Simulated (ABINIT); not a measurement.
# Ge (Fd-3m) in ABINIT: a series of runs, part 2 of 2

ABINIT 10.8.3 (patched build). Earlier steps stand in the parts before.

### Step 4. Equation of state, BLYP

Contents of run.abi:

```
# Datasets: one volume each
ndtset 7
getwfk -1
scalecart1 3*0.9795861087
scalecart2 3*0.9864848297
scalecart3 3*0.9932883884
scalecart4 3*1.0000000000
scalecart5 3*1.0066227096
scalecart6 3*1.0131594038
scalecart7 3*1.0196128224

# Pseudopotentials
pp_dirpath "./"
pseudos "Ge.GGA_PBE-JTH.xml"

# Structure
acell 3*1.0
rprim
     0.0000000000     5.3458651312     5.3458651312
     5.3458651312     0.0000000000     5.3458651312
     5.3458651312     5.3458651312     0.0000000000
ntypat 1
znucl 32
natom 2
typat 1 1
xred
     0.7500000000     0.7500000000     0.7500000000
     0.5000000000     0.5000000000     0.5000000000

# Plane-wave basis
ecut 22.0
pawecutdg 44.0
pawxcdev 0

# k points
kptopt 1
ngkpt 8 8 8
nshiftk 1
shiftk 0.0 0.0 0.0

# Exchange and correlation
ixc -106131

# Bands and occupations
nband 18
occopt 3
tsmear 0.05 eV

# SCF cycle
nstep 100
tolvrs 1.0e-9

# Output
iomode 3
prtwf 1
prtden 0
prteig 0
prtebands 0
enunit 2
```

Potentials or basis: JTH PAW PBE v2.0.

Launch:

```sh
$ abinit run.abi > log 2>&1
```

run.abo:

```text
.Version 10.8.3 of ABINIT
 DATASET    1 : space group Fd -3 m (#227); Bravais cF (face-center cubic)
================================================================================
 Values of the parameters that define the memory need for DATASET  1.
     intxc =       0    ionmov =       0      iscf =      17    lmnmax =      18
     lnmax =       6     mgfft =      32  mpssoang =       3    mqgrid =    3001
     natom =       2  nloc_mem =       2    nspden =       1   nspinor =       1
    nsppol =       1      nsym =      48    n1xccc =       1    ntypat =       1
    occopt =       3   xclevel =       2
       mpw =        1427          nfft =       32768          nkpt =          29
 PAW method is used; the additional fine FFT grid is defined by:
   mgfftf=        48    nfftf =    110592
================================================================================
================================================================================
[... 71 lines left out ...]
 DATASET    7 : space group Fd -3 m (#227); Bravais cF (face-center cubic)
================================================================================
 Values of the parameters that define the memory need for DATASET  7.
     intxc =       0    ionmov =       0      iscf =      17    lmnmax =      18
     lnmax =       6     mgfft =      36  mpssoang =       3    mqgrid =    3001
     natom =       2  nloc_mem =       2    nspden =       1   nspinor =       1
    nsppol =       1      nsym =      48    n1xccc =       1    ntypat =       1
    occopt =       3   xclevel =       2
       mpw =        1612          nfft =       46656          nkpt =          29
 PAW method is used; the additional fine FFT grid is defined by:
   mgfftf=        48    nfftf =    110592
================================================================================
================================================================================

--------------------------------------------------------------------------------
------------- Echo of variables that govern the present computation ------------
--------------------------------------------------------------------------------
 -outvars: echo values of preprocessed input variables --------
            acell      1.0000000000E+00  1.0000000000E+00  1.0000000000E+00 Bohr
              amu      7.26100000E+01
             ecut      2.20000000E+01 Hartree
           enunit           2
           getwfk          -1
              ixc     -106131
[... 135 lines left out ...]
 basis_size (lnmax)=  6 (lmn_size= 18), orbitals=   0   0   1   1   2   2
 Spheres core radius: rc_sph= 2.30476891
 Shapefunction is SIN type: shapef(r)=[sin(pi*r/rshp)/(pi*r/rshp)]**2
 Radius for shape functions =  1.99988291
 Compensation charge density is not taken into account in XC energy/potential

   1.13473484E+03                                ecore*ucvol(ha*bohr**3)
--------------------------------------------------------------------------------

[... 1323 lines left out ...]
-Cartesian components of stress tensor (GPa)         [Pressure=  2.6324E+00 GPa]
- sigma(1 1)= -2.63235072E+00  sigma(3 2)=  0.00000000E+00
- sigma(2 2)= -2.63235072E+00  sigma(3 1)=  0.00000000E+00
- sigma(3 3)= -2.63235072E+00  sigma(2 1)=  0.00000000E+00

== END DATASET(S) ==============================================================
================================================================================

 -outvars: echo values of variables after computation  --------
            acell      1.0000000000E+00  1.0000000000E+00  1.0000000000E+00 Bohr
           etotal1    -1.9106851383E+02
           etotal2    -1.9107102673E+02
           etotal3    -1.9107315086E+02
           etotal4    -1.9107489508E+02
           etotal5    -1.9107630098E+02
           etotal6    -1.9107740871E+02
           etotal7    -1.9107824316E+02
            fcart1     3.0127966065E-31  5.0213276775E-31 -1.5063983032E-30
                      -3.0127966065E-31 -5.0213276775E-31  1.5063983032E-30
            fcart2    -0.0000000000E+00 -0.0000000000E+00 -0.0000000000E+00
                      -0.0000000000E+00 -0.0000000000E+00 -0.0000000000E+00
            fcart3    -1.4856177413E-31 -3.4664413963E-31  4.4568532239E-31
                       1.4856177413E-31  3.4664413963E-31 -4.4568532239E-31
            fcart4    -3.4431759881E-31  1.4756468520E-31  1.1313292532E-30
                       3.4431759881E-31 -1.4756468520E-31 -1.1313292532E-30
            fcart5    -1.9545844906E-31  1.9545844906E-31 -1.9545844906E-31
                       1.9545844906E-31 -1.9545844906E-31  1.9545844906E-31
[... 38 lines left out ...]
                       0.0000000000E+00  0.0000000000E+00  0.0000000000E+00
           xangst1     4.1567414053E+00  4.1567414053E+00  4.1567414053E+00
                       2.7711609369E+00  2.7711609369E+00  2.7711609369E+00
           xangst2     4.1860151965E+00  4.1860151965E+00  4.1860151965E+00
                       2.7906767977E+00  2.7906767977E+00  2.7906767977E+00
           xangst3     4.2148851794E+00  4.2148851794E+00  4.2148851794E+00
                       2.8099234529E+00  2.8099234529E+00  2.8099234529E+00
           xangst4     4.2433649971E+00  4.2433649971E+00  4.2433649971E+00
                       2.8289099981E+00  2.8289099981E+00  2.8289099981E+00
           xangst5     4.2714675712E+00  4.2714675712E+00  4.2714675712E+00
                       2.8476450475E+00  2.8476450475E+00  2.8476450475E+00
           xangst6     4.2992051506E+00  4.2992051506E+00  4.2992051506E+00
                       2.8661367671E+00  2.8661367671E+00  2.8661367671E+00
           xangst7     4.3265893612E+00  4.3265893612E+00  4.3265893612E+00
                       2.8843929075E+00  2.8843929075E+00  2.8843929075E+00
             xred      7.5000000000E-01  7.5000000000E-01  7.5000000000E-01
                       5.0000000000E-01  5.0000000000E-01  5.0000000000E-01
 Calculation completed.
```

Wall time 2.1 min (1 thread of Intel Xeon 6975P-C (Granite Rapids), shared host); peak memory 0.17 GiB.

Results:

```
Equilibrium volume : 25.47 Å³/atom (rough: see the caveat)
Bulk modulus       : 50 GPa (rough)
```

Energy against volume, from the lowest point:
```tsv
volume (Å³/atom)	energy (meV/atom)
21.281	132.37
21.733	98.18
22.186	69.28
22.639	45.55
23.092	26.42
23.545	11.35
23.997	0.00
```

Caveat: pressures at fixed basis lie under the slope of the energies; the minimum lies outside the volumes run; the PAW data sets were made with another functional, which shifts forces and pressure a little; the atomic spheres overlap.

### Step 5. Equation of state, LDA-Teter

run.abi: that of step 4 with these lines changed.

```diff
@@ -13,10 +13,10 @@
 pp_dirpath "./"
-pseudos "Ge.GGA_PBE-JTH.xml"
+pseudos "Ge.LDA_PW-JTH.xml"
 
 # Structure
-acell 3*1.0
+acell 3*1.0 Angstrom
 rprim
-     0.0000000000     5.3458651312     5.3458651312
-     5.3458651312     0.0000000000     5.3458651312
-     5.3458651312     5.3458651312     0.0000000000
+     0.0000000000     2.8289100000     2.8289100000
+     2.8289100000     0.0000000000     2.8289100000
+     2.8289100000     2.8289100000     0.0000000000
 ntypat 1
@@ -32,3 +32,2 @@
 pawecutdg 44.0
-pawxcdev 0
 
@@ -41,3 +40,3 @@
 # Exchange and correlation
-ixc -106131
+ixc 1
 
@@ -58,2 +57,2 @@
 prtebands 0
-enunit 2
+enunit 1
```

Potentials or basis: JTH PAW LDA v2.0.

Launch:

```sh
$ abinit run.abi > log 2>&1
```

run.abo:

```text
.Version 10.8.3 of ABINIT
 DATASET    1 : space group Fd -3 m (#227); Bravais cF (face-center cubic)
================================================================================
 Values of the parameters that define the memory need for DATASET  1.
     intxc =       0    ionmov =       0      iscf =      17    lmnmax =      18
     lnmax =       6     mgfft =      32  mpssoang =       3    mqgrid =    3001
     natom =       2  nloc_mem =       2    nspden =       1   nspinor =       1
    nsppol =       1      nsym =      48    n1xccc =       1    ntypat =       1
    occopt =       3   xclevel =       1
       mpw =        1427          nfft =       32768          nkpt =          29
 PAW method is used; the additional fine FFT grid is defined by:
   mgfftf=        48    nfftf =    110592
================================================================================
================================================================================
[... 71 lines left out ...]
 DATASET    7 : space group Fd -3 m (#227); Bravais cF (face-center cubic)
================================================================================
 Values of the parameters that define the memory need for DATASET  7.
     intxc =       0    ionmov =       0      iscf =      17    lmnmax =      18
     lnmax =       6     mgfft =      36  mpssoang =       3    mqgrid =    3001
     natom =       2  nloc_mem =       2    nspden =       1   nspinor =       1
    nsppol =       1      nsym =      48    n1xccc =       1    ntypat =       1
    occopt =       3   xclevel =       1
       mpw =        1612          nfft =       46656          nkpt =          29
 PAW method is used; the additional fine FFT grid is defined by:
[... 1436 lines left out ...]
            acell      1.8897261259E+00  1.8897261259E+00  1.8897261259E+00 Bohr
           etotal1    -1.9166015331E+02
           etotal2    -1.9166071349E+02
           etotal3    -1.9166094878E+02
           etotal4    -1.9166087610E+02
           etotal5    -1.9166053028E+02
           etotal6    -1.9165994380E+02
           etotal7    -1.9165913951E+02
            fcart1    -5.0213276741E-32 -5.0213276741E-32 -5.0213276741E-32
                       5.0213276741E-32  5.0213276741E-32  5.0213276741E-32
            fcart2     4.9862123457E-32  9.9724246915E-32 -4.4875911112E-31
                      -4.9862123457E-32 -9.9724246915E-32  4.4875911112E-31
            fcart3    -0.0000000000E+00 -0.0000000000E+00 -0.0000000000E+00
                      -0.0000000000E+00 -0.0000000000E+00 -0.0000000000E+00
            fcart4     1.8117756165E-48 -1.9675291347E-31 -1.8117756165E-48
                      -1.8117756165E-48  1.9675291347E-31  1.8117756165E-48
            fcart5     9.7729224462E-32 -2.7125308794E-48  9.7729224462E-32
                      -9.7729224462E-32  2.7125308794E-48 -9.7729224462E-32
[... 38 lines left out ...]
                       0.0000000000E+00  0.0000000000E+00  0.0000000000E+00
           xangst1     4.1567414081E+00  4.1567414081E+00  4.1567414081E+00
                       2.7711609388E+00  2.7711609388E+00  2.7711609388E+00
           xangst2     4.1860151994E+00  4.1860151994E+00  4.1860151994E+00
                       2.7906767996E+00  2.7906767996E+00  2.7906767996E+00
           xangst3     4.2148851822E+00  4.2148851822E+00  4.2148851822E+00
                       2.8099234548E+00  2.8099234548E+00  2.8099234548E+00
           xangst4     4.2433650000E+00  4.2433650000E+00  4.2433650000E+00
                       2.8289100000E+00  2.8289100000E+00  2.8289100000E+00
           xangst5     4.2714675741E+00  4.2714675741E+00  4.2714675741E+00
                       2.8476450494E+00  2.8476450494E+00  2.8476450494E+00
           xangst6     4.2992051535E+00  4.2992051535E+00  4.2992051535E+00
                       2.8661367690E+00  2.8661367690E+00  2.8661367690E+00
           xangst7     4.3265893641E+00  4.3265893641E+00  4.3265893641E+00
                       2.8843929094E+00  2.8843929094E+00  2.8843929094E+00
             xred      7.5000000000E-01  7.5000000000E-01  7.5000000000E-01
                       5.0000000000E-01  5.0000000000E-01  5.0000000000E-01
 Calculation completed.
```

Wall time 1.9 min (1 thread of Intel Xeon 6975P-C (Granite Rapids), shared host); peak memory 0.16 GiB.

What came out:

* Equilibrium volume: 22.30 Å³/atom
* Bulk modulus: 70 GPa
* Pressure derivative of the bulk modulus: 4.2 (rough: it moves with the points fitted)

Energy against volume, from the lowest point:
```
volume (Å³/atom)  energy (meV/atom)
          21.281              10.82
          21.733               3.20
          22.186               0.00
          22.639               0.99
          23.092               5.69
          23.545              13.67
          23.997              24.62
```

Caveat: pressures at fixed basis lie under the slope of the energies; the atomic spheres overlap.

### Step 6. Equation of state, PBEsol+D3

Contents of run.py:

```python
import json, os
import numpy as np
from ase.eos import EquationOfState
from ase.units import GPa
from ase.calculators.mixing import SumCalculator
from dftd3.ase import DFTD3
from ase.calculators.abinit import Abinit, AbinitProfile
from ase import Atoms

atoms = Atoms(['Ge', 'Ge'],
              cell=[[0.0, 2.82891, 2.82891], [2.82891, 0.0, 2.82891], [2.82891, 2.82891, 0.0]],
              scaled_positions=[[0.75, 0.75, 0.75], [0.5, 0.5, 0.5]],
              pbc=True)

profile = AbinitProfile(command='abinit', pp_paths=[os.path.abspath('pseudos')])
params = dict(
    pps='pawxml', xc='PBE',
    ecut=598.6505,
    pawecutdg=1197.301,
    pawxcdev=0,
    kptopt=1,
    ngkpt=[8, 8, 8],
    nshiftk=1,
    shiftk=[0.0, 0.0, 0.0],
    ixc=-116133,
    nband=18,
    occopt=3,
    tsmear=0.05,
    nstep=100,
    tolvrs=1e-09,
    prtwf=0,
    prtden=0,
)

cell0 = atoms.cell.copy()
volumes, energies = [], []
for i, x in enumerate([0.94, 0.96, 0.98, 1.0, 1.02, 1.04, 1.06]):
    atoms.set_cell(cell0 * x ** (1 / 3), scale_atoms=True)
    atoms.calc = SumCalculator([Abinit(profile=profile, directory=f'v{i}', **params), DFTD3(method='pbesol', damping='d3zero')])
    volumes.append(atoms.get_volume() / len(atoms))
    dft, disp = atoms.calc.mixer.calcs
    energies.append((dft.get_property('free_energy', atoms) + disp.get_property('energy', atoms)) / len(atoms))
    print(f'{x:5.2f} {volumes[-1]:10.5f} A^3/atom {energies[-1]:14.6f} eV/atom', flush=True)
    json.dump(dict(volumes=volumes, energies=energies), open('results.json', 'w'))
v0, e0, b0 = EquationOfState(volumes, energies, eos='birchmurnaghan').fit()
print(f'V0 {v0:.4f} A^3/atom  E0 {e0:.6f} eV/atom  B0 {b0 / GPa:.2f} GPa')
```

Potentials or basis: JTH PAW PBE v2.0.

Launch:

```sh
$ python run.py
```

It took 2.5 min on 1 thread of Intel Xeon 6975P-C (Granite Rapids), shared host; peak memory 0.14 GiB.

The run converged. Its results:

- Equilibrium volume: 22.65 Å³/atom
- Bulk modulus: 68 GPa
- Pressure derivative of the bulk modulus: 4.8 (rough: it moves with the points fitted)

Energy against volume, from the lowest point:
| volume (Å³/atom) | energy (meV/atom) |
| --- | --- |
| 21.281 | 19.86 |
| 21.733 | 8.67 |
| 22.186 | 2.03 |
| 22.639 | 0.00 |
| 23.092 | 1.83 |
| 23.545 | 6.96 |
| 23.997 | 15.23 |

Caveat: pressures at fixed basis lie under the slope of the energies; the log and the count of SCF iterations are those of the last ABINIT call alone; the PAW data sets were made with another functional, which shifts forces and pressure a little.

### Step 7. Summary

```csv
level,potentials or basis,cutoff (eV),fine-grid cutoff,dispersion computed by,V0 of scaled cells (Å³/atom),B0 (GPa)
RPBE,PseudoDojo NC SR PBE v0.4.1 standard,1088,-,-,-,-
AM05,JTH PAW PBE v2.0,599,1197.3 eV,-,22.95,65
BLYP,JTH PAW PBE v2.0,599,1197.3 eV,-,-,-
LDA-Teter,JTH PAW LDA v2.0,599,1197.3 eV,-,22.30,70
PBEsol+D3,JTH PAW PBE v2.0,599,1197.3 eV,simple-dftd3 1.7.0,22.65,68
```

Alike in all rows: task equation of state; no spin polarisation; cell as given; k mesh 8 × 8 × 8; smearing fermi-dirac 0.05 eV.

Caveats: pressures at fixed basis lie under the slope of the energies; the PAW data sets were made with another functional, which shifts forces and pressure a little (some runs); the atomic spheres overlap (some runs); the minimum lies outside the volumes run (some runs); the potentials were made for another functional, which shifts forces and pressure (some runs).

Total energies depend on the potentials used, so only differences within one code and one set of settings carry meaning.

### Step 8. Against experiment

Step 3. Measured bulk modulus of Ge: 75.8 GPa (quoted in “Sub-monolayer structures of Ag overlayers on Ge(111): experimental observations and first-principles study”, 2019, arxiv:1908.00180). This calculation gives 65 GPa (-14.8 %). The fit is for a static lattice scaled at fixed shape and fixed fractional positions. The cell as given is a measured one (22.64 Å³/atom); AM05 puts the equilibrium volume +1.4 % from it, thermal expansion not counted.

Step 5. A measured bulk modulus of Ge is 75.8 GPa (quoted in “Sub-monolayer structures of Ag overlayers on Ge(111): experimental observations and first-principles study”, 2019, arxiv:1908.00180); the calculated 70 GPa misses it by -8.3 %. The fit is for a static lattice scaled at fixed shape and fixed fractional positions. The cell as given is a measured one (22.64 Å³/atom); LDA-Teter puts the equilibrium volume -1.5 % from it, thermal expansion not counted.

Step 6. A measured bulk modulus of Ge is 75.8 GPa (quoted in “Sub-monolayer structures of Ag overlayers on Ge(111): experimental observations and first-principles study”, 2019, arxiv:1908.00180); the calculated 68 GPa misses it by -10.1 %. The fit is for a static lattice scaled at fixed shape and fixed fractional positions. The cell as given is a measured one (22.64 Å³/atom); PBEsol+D3 puts the equilibrium volume +0.1 % from it, thermal expansion not counted.
